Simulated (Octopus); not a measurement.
AlN:

```
CELL_PARAMETERS angstrom
0.00000 2.18399 2.18399
2.18399 0.00000 2.18399
2.18399 2.18399 0.00000
ATOMIC_POSITIONS crystal
Al 0.00000 0.00000 0.00000
N 0.25000 0.25000 0.25000
```

Measurements of this composition are mostly on another form, of space group No. 186.

| Item | Value |
| --- | --- |
| Program | Octopus 16.4 |
| Task | single point |
| Functional | PBE |
| Potentials or basis | pseudodojo_pbe (PseudoDojo 0.5, PBE) |
| Grid spacing | 0.129 Å |
| k mesh | 10 × 10 × 10 |
| Occupations | fermi-dirac, width 0.05 eV |
| Spin | no spin polarisation |

On this cell: largest force zero by symmetry; band gap on the k mesh 3.32 eV, indirect (least direct gap 4.19 eV).

The same run follows on a disturbed copy (atoms moved at random, drawn with an rms of 0.05 Å):

```
Al N
1.0
     0.00000    2.18399    2.18399
     2.18399    0.00000    2.18399
     2.18399    2.18399    0.00000
Al N
1 1
Direct
  0.00035 0.99402 0.01127
  0.24779 0.25620 0.24190
```

**Question.** What changes?

**Answer.** The energy moves by +10.9 meV/atom; largest force 0.768 eV/Å; band gap on the k mesh 3.17 eV, indirect (least direct gap 4.03 eV).

Forces on the atoms (eV/Å):
```
Al  -0.174 -0.697  0.270
N    0.174  0.697 -0.270
```

A k mesh can miss the band edges.
